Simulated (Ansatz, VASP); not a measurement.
## One calculation of Re, two programs

```xyz
2
Lattice="2.5677 0.0000 0.0000 -1.2839 2.2237 0.0000 0.0000 0.0000 4.1057" Properties=species:S:1:pos:R:3 pbc="T T T"
Re    0.0000    1.4825    1.0264
Re    1.2839    0.7412    3.0793
```

Change from the starting cell: volume scaled by 0.96.

Alike in both runs: task single point; functional PBE; k mesh 18 × 18 × 10; occupations fermi-dirac, width 0.05 eV; no spin polarisation.

|  | VASP | Ansatz |
| --- | --- | --- |
| version | VASP 6.6.1 | Ansatz 0.2.0 |
| potentials or method | VASP PAW PBE potentials, release 64 (Re), cutoff 520 eV | all-electron LAPW, scalar-relativistic |

|  | VASP | Ansatz | Ansatz less VASP |
| --- | --- | --- | --- |
| pressure (GPa) | 153.4 | 149.3 | -4.07 |
| largest component of the traceless stress (GPa) | 6.21 | 6.25 | +0.036 |

Ansatz ran all-electron here, so the differences hold the error of VASP's frozen core and of both bases.

Caveats: the cell as given lies far from equilibrium; so large a pressure means that the cell lies far from this level's equilibrium, or that cutoff or potentials fall short (VASP). The runs have no spin-orbit coupling, so splittings on Re are missing.
